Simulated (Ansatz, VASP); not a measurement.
Two plane-wave programs on WSe2

Contents of INCAR:

```
ALGO     = Normal         # electronic algorithm
EDIFF    = 1E-6           # SCF threshold, eV
ENCUT    = 520            # plane-wave cutoff, eV
GGA      = PS             # functional
ISIF     = 2              # what is computed and relaxed
ISMEAR   = 0              # smearing method
LASPH    = True           # aspherical terms in the spheres
LCHARG   = True           # write CHGCAR
LELF     = True           # ELF
LREAL    = False          # projectors in reciprocal space
LVHAR    = True         
LWAVE    = False          # write WAVECAR
NBANDS   = 20             # bands
NELM     = 100            # most SCF steps
PREC     = Accurate       # precision mode
SIGMA    = 0.05           # smearing width, eV
```

The input KPOINTS:

```
k-points
0
Gamma
  9 9 2
```

File POSCAR:

```
WSe2
1.0
    3.1828977681      0.0000000000      0.0000000000
   -1.5914488840      2.7564703248      0.0000000000
    0.0000000000      0.0000000000     16.6611439352
W Se
1 2
Direct
    0.0000000000      0.0000000000     -0.0020625895
    0.3333333333      0.6666666667      0.1027998978
    0.3333333333      0.6666666667      0.9020016932
```

Input for Ansatz:

```yaml
crystal:
  lattice:
    - [3.1828977681, 0.0, 0.0]
    - [-1.591448884, 2.7564703248, 0.0]
    - [0.0, 0.0, 16.6611439352]
  atoms:
    - { symbol: W, position: [0.0, 0.0, -0.0020625895] }
    - { symbol: Se, position: [0.3333333333, 0.6666666667, 0.1027998978] }
    - { symbol: Se, position: [0.3333333333, 0.6666666667, 0.9020016932] }
basis:
  ecutwfc: 420
kpoints:
  mp_grid: { grid: [9, 9, 2] }
hamiltonian:
  xc: pbesol
  pseudopotentials: { kind: paw, azcp: { folder: soft_1 } }
scf:
  occupations: { method: gaussian, width: 0.05 }
output:
  forces: true
  stress: true
  eigenvalues: true
```

Change from the starting cell: mode 9 frozen in at -0.040 Å, equal normal strain along x and y -0.0267.

Alike in both runs: task single point; functional PBEsol; k mesh 9 × 9 × 2; occupations gaussian, width 0.05 eV; no spin polarisation.

```csv
,VASP,Ansatz
version,VASP 6.6.1,Ansatz 0.2.0
potentials or method,"VASP PAW PBE potentials, release 64 (W_sv, Se)","scalar-relativistic, plane waves, PAW"
plane-wave cutoff (eV),520,420
valence electrons in the cell,26,46
```

|  | VASP | Ansatz | Ansatz less VASP |
| --- | --- | --- | --- |
| gap on the k mesh at the Fermi level (eV) | 1.72 | 1.72 | -0.002 |
| least direct gap on the mesh (eV) | 2.02 | 2.02 | +0.005 |
| rms of the force components (eV/Å) | 1.104 | 1.084 | -0.0202 |

Atom by atom the forces differ by 0.036 eV/Å (rms over components). The two sets of potentials don't hold the same shells in valence. Ansatz warned: «pseudo_functional_mismatch».

Caveats: the PAW data sets were made with another functional, which shifts forces and pressure a little (VASP); spin-orbit coupling is left out, which moves the levels of the heavy elements.
